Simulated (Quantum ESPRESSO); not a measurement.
## MgO: equation of state with PBEsol

Crystal: MgO.

```
CELL_PARAMETERS angstrom
3.30779 0.00000 0.00000
-1.65389 2.86463 0.00000
0.00000 0.00000 4.98288
ATOMIC_POSITIONS crystal
Mg 0.66667 0.33333 0.50216
Mg 0.33333 0.66667 0.00216
O 0.66667 0.33333 0.90244
O 0.33333 0.66667 0.40244
```

Measurements of this composition are mostly on another form, of space group No. 225.

```yaml
Program: Quantum ESPRESSO 7.5
Task: equation of state
Functional: PBEsol
Potentials_or_basis: GBRV 1.5 PBEsol
Cutoff: 612 eV
Density_cutoff: 4898 eV
k_mesh: 9 × 9 × 6
Occupations: fermi-dirac, width 0.05 eV
Spin: no spin polarisation
Mixing_beta: 0.5
Most_SCF_iterations: 120
SCF_threshold: 8e-10 Ry
```

```yaml
Equilibrium_volume: 11.84 Å³/atom
Bulk_modulus_at_fixed_shape_and_positions: 121 GPa
Pressure_derivative_of_the_bulk_modulus: 4.1
```

Energy against volume, from the lowest point:
```csv
volume (Å³/atom),energy (meV/atom)
11.096,19.82
11.332,8.94
11.568,2.47
11.804,0.00
12.040,1.14
12.276,5.55
12.512,12.90
```

All runs of the series together: 110 s on 2 threads of Arm Neoverse V2, with other jobs on the host.

Caveat: the cell was scaled at fixed shape and fractional positions, which overstates the stiffness of a crystal with free parameters, most of all of layers and chains.
